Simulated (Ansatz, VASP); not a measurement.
Two plane-wave programs on Ge

```
CELL_PARAMETERS angstrom
-1.60842 1.60842 1.87318
1.60842 -1.60842 1.87318
1.60842 1.60842 -1.87318
ATOMIC_POSITIONS crystal
Ge 0.50000 0.50000 0.00000
```

The cell was built by a generator and needn't be a form met in nature.

Alike in both runs: task relaxation of cell and atoms; functional PBE; dispersion D4; k mesh 12 × 12 × 12; occupations fermi-dirac, width 0.05 eV; no spin polarisation.

|  | VASP | Ansatz |
| --- | --- | --- |
| version | VASP 6.6.1 | Ansatz 0.2.0 |
| potentials or method | VASP PAW PBE potentials, release 64 (Ge_d) | Ansatz PAW |
| plane-wave cutoff (eV) | 600 | 420 |
| valence electrons in the cell | 14 | 14 |

|  | VASP | Ansatz | Ansatz less VASP |
| --- | --- | --- | --- |
| gap on the k mesh at the Fermi level, each at its own relaxed structure (eV) | none | none | - |
| relaxed volume (Å³/atom) | 18.70 | 18.64 | -0.059 |
| relaxed cell length with the largest relative difference (Å) | 2.927 | 2.923 | -0.0033 |
| energy change over the relaxation (meV/atom) | -7 | -8 | -0.3 |

A gap of «none» marks a metal or a gap that the smearing closes.

Caveats: pairwise dispersion overbinds metals, which lowers pressure and volume; the plane-wave basis is chosen anew once the cell has moved, so the energies of steps on either side of that aren't comparable (Ansatz).
